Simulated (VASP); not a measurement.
# In3As (Pm-3m) in VASP: a series of runs, part 2 of 3

VASP 6.6.1. The steps go on from the part before.

## Step 5: Equation of state, PBEsol, 24.98 Å³/atom (volume scaled by 0.98)

INCAR

```
SYSTEM = In3As
PREC     = Accurate       ! precision mode
ENCUT    = 520            ! plane-wave cutoff, eV
EDIFF    = 1E-7           ! SCF threshold, eV
ISMEAR   = -1             ! smearing method
SIGMA    = 0.05           ! smearing width, eV
LREAL    = .FALSE.        ! projectors in reciprocal space
LASPH    = .TRUE.         ! aspherical terms in the spheres
NELM     = 60             ! most SCF steps
ALGO     = Normal         ! electronic algorithm
ISIF     = 2              ! what is computed and relaxed
LWAVE    = .FALSE.        ! write WAVECAR
LCHARG   = .FALSE.        ! write CHGCAR
GGA      = PS             ! functional
NBANDS   = 30             ! bands
```

KPOINTS

```
Automatic mesh
0
G
  6 6 6
  0 0 0
```

POSCAR

```
In3As
1.0
    4.6403264915      0.0000000000      0.0000000000
    0.0000000000      4.6403264915      0.0000000000
    0.0000000000      0.0000000000      4.6403264915
In As
3 1
Direct
    0.5000000000      0.5000000000      0.0000000000
    0.5000000000      0.0000000000      0.5000000000
    0.0000000000      0.5000000000      0.5000000000
    0.0000000000      0.0000000000      0.0000000000
```

Command:

```sh
cat potpaw_PBE.64/In_d/POTCAR potpaw_PBE.64/As/POTCAR > POTCAR
mpirun -np 1 vasp_std > vasp.out
```

Run time: 25 s. Hardware: 1 thread of Intel Xeon 6975P-C (Granite Rapids), shared host; peak memory 0.22 GiB.

The run converged. Its results:

| Quantity | Value |
| --- | --- |
| Free energy | -13.7413 eV |
| Pressure | -1.6 GPa |
| Band gap on the k mesh | none (metal or under the smearing width) |

Caveat: the PAW data sets were made with another functional, which shifts forces and pressure a little.

## Step 6: Equation of state, PBEsol, 26.00 Å³/atom (volume scaled by 1.02)

INCAR is that of step 5.

KPOINTS is that of step 5.

POSCAR

```
In3As
1.0
    4.7026201864      0.0000000000      0.0000000000
    0.0000000000      4.7026201864      0.0000000000
    0.0000000000      0.0000000000      4.7026201864
In As
3 1
Direct
    0.5000000000      0.5000000000      0.0000000000
    0.5000000000      0.0000000000      0.5000000000
    0.0000000000      0.5000000000      0.5000000000
    0.0000000000      0.0000000000      0.0000000000
```

Potentials or basis: VASP PAW PBE potentials, release 64 (In_d, As).

Command:

```sh
cat potpaw_PBE.64/In_d/POTCAR potpaw_PBE.64/As/POTCAR > POTCAR
mpirun -np 1 vasp_std > vasp.out
```

Run time: 32 s. Hardware: 1 thread of Intel Xeon 6975P-C (Granite Rapids), shared host; peak memory 0.22 GiB.

The run converged. Its results:

| Quantity | Value |
| --- | --- |
| Free energy | -13.6824 eV |
| Pressure | -3.1 GPa |
| Band gap on the k mesh | none (metal or under the smearing width) |

Caveat: the PAW data sets were made with another functional, which shifts forces and pressure a little.

## Step 7: Equation of state, PBEsol, 26.51 Å³/atom (volume scaled by 1.04)

INCAR is that of step 6.

KPOINTS is that of step 6.

POSCAR

```
In3As
1.0
    4.7331575368      0.0000000000      0.0000000000
    0.0000000000      4.7331575368      0.0000000000
    0.0000000000      0.0000000000      4.7331575368
In As
3 1
Direct
    0.5000000000      0.5000000000      0.0000000000
    0.5000000000      0.0000000000      0.5000000000
    0.0000000000      0.5000000000      0.5000000000
    0.0000000000      0.0000000000      0.0000000000
```

Command:

```sh
cat potpaw_PBE.64/In_d/POTCAR potpaw_PBE.64/As/POTCAR > POTCAR
mpirun -np 1 vasp_std > vasp.out
```

Run time: 29 s. Hardware: 1 thread of Intel Xeon 6975P-C (Granite Rapids), shared host; peak memory 0.22 GiB.

It converged, with:

```
Free energy            : -13.6395 eV
Pressure               : -3.7 GPa
Band gap on the k mesh : none (metal or under the smearing width)
```

Caveat: the PAW data sets were made with another functional, which shifts forces and pressure a little.

## Step 8: Equation of state, PBEsol, 27.02 Å³/atom (volume scaled by 1.06)

INCAR is that of step 7.

KPOINTS is that of step 7.

POSCAR

```
In3As
1.0
    4.7633058499      0.0000000000      0.0000000000
    0.0000000000      4.7633058499      0.0000000000
    0.0000000000      0.0000000000      4.7633058499
In As
3 1
Direct
    0.5000000000      0.5000000000      0.0000000000
    0.5000000000      0.0000000000      0.5000000000
    0.0000000000      0.5000000000      0.5000000000
    0.0000000000      0.0000000000      0.0000000000
```

Command:

```sh
cat potpaw_PBE.64/In_d/POTCAR potpaw_PBE.64/As/POTCAR > POTCAR
mpirun -np 1 vasp_std > vasp.out
```

Run time: 33 s. Hardware: 1 thread of Intel Xeon 6975P-C (Granite Rapids), shared host; peak memory 0.22 GiB.

The run converged. Its results:

| Quantity | Value |
| --- | --- |
| Free energy | -13.5890 eV |
| Pressure | -4.3 GPa |
| Band gap on the k mesh | none (metal or under the smearing width) |

Caveat: the PAW data sets were made with another functional, which shifts forces and pressure a little.

## Step 9: Single point, PBEsol (atoms moved at random, drawn with an rms of 0.05 Å)

INCAR is that of step 8.

KPOINTS is that of step 8.

POSCAR

```
In3As
1.0
    4.6716810000      0.0000000000      0.0000000000
    0.0000000000      4.6716810000      0.0000000000
    0.0000000000      0.0000000000      4.6716810000
In As
3 1
Direct
    0.5028690000      0.4979900000     -0.0089040000
    0.4937360000     -0.0117320000      0.4955530000
   -0.0097910000      0.4974800000      0.5102530000
   -0.0010710000      0.0083410000     -0.0029350000
```

Potentials or basis: VASP PAW PBE potentials, release 64 (In_d, As).

Command:

```sh
cat potpaw_PBE.64/In_d/POTCAR potpaw_PBE.64/As/POTCAR > POTCAR
mpirun -np 1 vasp_std > vasp.out
```

It took 2.5 min on 1 thread of Intel Xeon 6975P-C (Granite Rapids), shared host; peak memory 0.4 GiB.

The run converged. Its results:

- Free energy: -13.7114 eV
- Pressure: -2.3 GPa
- Largest force: 0.178 eV/Å
- Band gap on the k mesh: none (metal or under the smearing width)

Forces in eV/Å, atoms in the order of the input:
```
In  -0.068 -0.072  0.148
In  -0.050  0.064 -0.069
In   0.084 -0.070 -0.093
As   0.033  0.078  0.014
```

Stress tensor (GPa, compression positive):
```
-2.33 -0.03 -0.05
-0.03 -2.38 -0.04
-0.05 -0.04 -2.33
```

Levels at points of the mesh, in eV from the Fermi level:
| k point | band 20 | band 21 | band 22 | band 23 | band 24 | band 25 |
| --- | --- | --- | --- | --- | --- | --- |
| (0.00, 0.00, 0.00) | -2.82 | -1.87 | -1.85 | 2.11 | 2.12 | 2.12 |
| (0.50, 0.00, 0.00) | -1.54 | -1.19 | -0.16 | -0.02 | 0.21 | 1.48 |
| (0.00, 0.50, 0.00) | -1.54 | -1.19 | -0.03 | -0.02 | 0.06 | 1.49 |
| (0.00, 0.00, 0.50) | -1.55 | -1.19 | -0.16 | -0.01 | 0.22 | 1.49 |
| (0.50, 0.50, 0.00) | -0.73 | -0.35 | 0.47 | 0.48 | 1.75 | 1.92 |
| (0.00, 0.50, 0.50) | -0.72 | -0.36 | 0.47 | 0.48 | 1.76 | 1.86 |
| (0.50, 0.00, 0.50) | -0.75 | -0.35 | 0.48 | 0.49 | 1.77 | 1.94 |
| (0.50, 0.50, 0.50) | -3.92 | -3.91 | -3.83 | -3.30 | 4.74 | 4.74 |

Caveat: the PAW data sets were made with another functional, which shifts forces and pressure a little.

## Step 10: Equation of state, PBEsol

This step only gathers the single runs of the series.

Results:

```
Equilibrium volume                      : 24.16 Å³/atom
Bulk modulus                            : 49 GPa
Pressure derivative of the bulk modulus : 4.7
```

Energy against volume, from the lowest point:
```
volume (Å³/atom)  energy (meV/atom)
          23.960               0.00
          24.470               0.31
          24.980               3.72
          25.489               9.86
          25.999              18.43
          26.509              29.15
          27.019              41.77
```

Caveat: the PAW data sets were made with another functional, which shifts forces and pressure a little.

## Step 11: Single point, PBE

INCAR

```
SYSTEM = In3As
PREC = Accurate ; ENCUT = 520
EDIFF = 1E-7 ; ISMEAR = -1
SIGMA = 0.05 ; LREAL = .False.
LASPH = .True. ; NELM = 80
ALGO = Normal ; ISIF = 2
LWAVE = .False. ; LCHARG = .False.
GGA = PE ; NBANDS = 30
```

KPOINTS

```
regular mesh
0
Gamma
  6 6 6
  0 0 0
```

POSCAR

```
In3As
1.0
    4.6716810000      0.0000000000      0.0000000000
    0.0000000000      4.6716810000      0.0000000000
    0.0000000000      0.0000000000      4.6716810000
In As
3 1
Direct
    0.5000000000      0.5000000000      0.0000000000
    0.5000000000      0.0000000000      0.5000000000
    0.0000000000      0.5000000000      0.5000000000
    0.0000000000      0.0000000000      0.0000000000
```

Potentials or basis: VASP PAW PBE potentials, release 64 (In_d, As).

Command:

```sh
cat potpaw_PBE.64/In_d/POTCAR potpaw_PBE.64/As/POTCAR > POTCAR
mpirun -np 1 vasp_std > vasp.out
```

OUTCAR:

```text
SYSTEM = In3As
   PREC = Accurate
   ENCUT = 520
   EDIFF = 1E-7
   ISMEAR = -1
   LREAL = .False.
   LASPH = .True.
   NELM = 80
   ISIF = 2
   GGA = PE

 ion  position               nearest neighbor table
   1  0.500  0.500  0.000-   2 3.30   3 3.30   4 3.30   2 3.30   3 3.30   2 3.30   4 3.30   2 3.30
                             3 3.30   4 3.30   3 3.30   4 3.30
   2  0.500  0.000  0.500-   1 3.30   3 3.30   4 3.30   1 3.30   4 3.30   1 3.30   3 3.30   1 3.30
                             3 3.30   4 3.30   4 3.30   3 3.30
   3  0.000  0.500  0.500-   1 3.30   2 3.30   4 3.30   1 3.30   4 3.30   2 3.30   4 3.30   4 3.30
                             1 3.30   2 3.30   1 3.30   2 3.30
   4  0.000  0.000  0.000-   1 3.30   2 3.30   3 3.30   2 3.30   3 3.30   1 3.30   3 3.30   3 3.30
                             1 3.30   2 3.30   2 3.30   1 3.30

  LATTYP: Found a simple cubic cell.
 ALAT       =     4.6716810000

  Lattice vectors:

 A1 = (   4.6716810000,   0.0000000000,   0.0000000000)
 A2 = (   0.0000000000,   4.6716810000,   0.0000000000)
 A3 = (   0.0000000000,   0.0000000000,   4.6716810000)

Analysis of symmetry for initial positions (statically):
=====================================================================
 Subroutine PRICEL returns:
 Original cell was already a primitive cell.

 Routine SETGRP: Setting up the symmetry group for a
 simple cubic supercell.

 Subroutine GETGRP returns: Found 48 space group operations
 (whereof 48 operations were pure point group operations)
 out of a pool of 48 trial point group operations.

The static configuration has the point symmetry O_h .

Analysis of symmetry for dynamics (positions and initial velocities):
=====================================================================
 Subroutine PRICEL returns:
 Original cell was already a primitive cell.

 Routine SETGRP: Setting up the symmetry group for a
 simple cubic supercell.
[... 121 lines left out ...]
   IALGO  =     38    algorithm
   IMIX   =      4    mixing-type and parameters
     AMIX     =   0.40;   BMIX     =  1.00
     AMIX_MAG =   1.60;   BMIX_MAG =  1.00
  volume/ion in A,a.u.               =      25.49       172.01
  Fermi-wavevector in a.u.,A,eV,Ry     =   1.237141  2.337858 20.823961  1.530518
  Thomas-Fermi vector in A             =   2.371720
   LORBIT       =      0    0 simple, 1 ext, 2 COOP (PROOUT), +10 PAW based schemes
   GGA     = PE    functional components
   LHFCALC =     F    Hartree Fock is set to
   AEXX    =    0.0000 exact exchange contribution
   IVDW    =     0    specifies the selected vdW correction
   LEPSILON=     F    determine dielectric tensor
   LRPA    =     F    only Hartree local field effects (RPA)
 non-spin polarized calculation
  energy-cutoff  :      520.00
  volume of cell :      101.96
 maximum number of plane-waves:      2800
 NGX is ok and might be reduce to    36
   NGX = 17   NGY = 17   NGZ = 17

 number of electron      43.9999975 magnetization

 Free energy of the ion-electron system (eV)
  ---------------------------------------------------
  ext. energy  EPLUGINS =         0.00000000
  ---------------------------------------------------
  free energy    TOTEN  =       -12.05365719 eV

  energy without entropy =      -12.03831456  energy(sigma->0) =      -12.04598588

 E-fermi :   6.6053     XC(G=0): -10.1412

 val. band max:        6.5983919436   @ k =   0.5000   0.0000   0.0000
 cond. band min:       6.6281730016   @ k =   0.3333   0.3333   0.3333
 fundamental gap:      0.0297810580
 Fermi energy:         6.6052886187

 k-point     1 :       0.0000    0.0000    0.0000
  band No.  band energies     occupation
      1      -8.0574      2.00000
      2      -8.0433      2.00000
      3      -8.0433      2.00000
      4      -8.0433      2.00000
      5      -7.8694      2.00000
      6      -7.8694      2.00000
[... 649 lines left out ...]
     29      15.7533      0.00000
     30      15.7541      0.00000

------------------------ aborting loop because EDIFF is reached ----------------------------------------

  FORCE on cell =-STRESS in cart. coord.  units (eV):
  Direction    XX          YY          ZZ          XY          YZ          ZX
  --------------------------------------------------------------------------------------
  -------------------------------------------------------------------------------------
  Total        0.3661842      0.3661842      0.3661842      0.0000000      0.0000000      0.0000000
  in kB        5.7542753      5.7542753      5.7542753      0.0000000      0.0000000      0.0000000
  external PRESSURE =       5.7542753 kB  Pullay stress =       0.0000000 kB

 VOLUME and BASIS-vectors are now :
 -----------------------------------------------------------------------------
  energy-cutoff  :      520.00
  volume of cell :      101.96
      direct lattice vectors                 reciprocal lattice vectors
     4.671681000  0.000000000  0.000000000     0.214055711  0.000000000  0.000000000
     0.000000000  4.671681000  0.000000000     0.000000000  0.214055711  0.000000000
     0.000000000  0.000000000  4.671681000     0.000000000  0.000000000  0.214055711

 POSITION                                       TOTAL-FORCE (eV/Angst)
 -----------------------------------------------------------------------------------
      2.33584      2.33584      0.00000         0.000000      0.000000      0.000000
      2.33584      0.00000      2.33584         0.000000      0.000000      0.000000
      0.00000      2.33584      2.33584         0.000000      0.000000      0.000000
      0.00000      0.00000      0.00000         0.000000      0.000000      0.000000
 -----------------------------------------------------------------------------------
    total drift:                                0.000000      0.000000      0.000000

  FREE ENERGIE OF THE ION-ELECTRON SYSTEM (eV)
  ---------------------------------------------------
  free  energy   TOTEN  =       -12.0536571946 eV

  energy  without entropy=      -12.0383145598  energy(sigma->0) =      -12.04598588
```

OSZICAR:

```text
N       E                     dE             d eps       ncg     rms          rms(c)
DAV:   1     0.390882578656E+03    0.39088E+03   -0.21202E+04  1200   0.190E+03
DAV:   2     0.255154696792E+02   -0.36537E+03   -0.35795E+03  1200   0.443E+02
DAV:   3    -0.107591817306E+02   -0.36275E+02   -0.35530E+02  1462   0.158E+02
DAV:   4    -0.122006908894E+02   -0.14415E+01   -0.14386E+01  1384   0.328E+01
DAV:   5    -0.122682351571E+02   -0.67544E-01   -0.67538E-01  1742   0.600E+00    0.419E+00
DAV:   6    -0.120639882713E+02    0.20425E+00   -0.73459E-01  1594   0.658E+00    0.235E+00
DAV:   7    -0.120576102157E+02    0.63781E-02   -0.72594E-02  1476   0.165E+00    0.905E-01
DAV:   8    -0.120540230465E+02    0.35872E-02   -0.67138E-03  1660   0.425E-01    0.197E-01
DAV:   9    -0.120536664168E+02    0.35663E-03   -0.18430E-03  1594   0.198E-01    0.760E-02
DAV:  10    -0.120536551313E+02    0.11286E-04   -0.27408E-04  1662   0.152E-01    0.221E-02
DAV:  11    -0.120536579843E+02   -0.28530E-05   -0.37250E-05  1538   0.487E-02    0.613E-03
DAV:  12    -0.120536572651E+02    0.71922E-06   -0.18689E-06  1692   0.927E-03    0.430E-03
DAV:  13    -0.120536571946E+02    0.70456E-07   -0.45794E-08   896   0.167E-03
   1 F= -.12053657E+02 E0= -.12045986E+02  d E =-.153426E-01
```

It took 54 s on 1 thread of Intel Xeon Platinum 8375C at 2.90GHz (Ice Lake), shared host; peak memory 0.22 GiB.

What came out:

| Item | Value |
| --- | --- |
| Free energy | -12.0537 eV |
| Pressure | 0.6 GPa |
| Band gap on the k mesh | none (metal or under the smearing width) |

(Continued in part 3 of 3.)
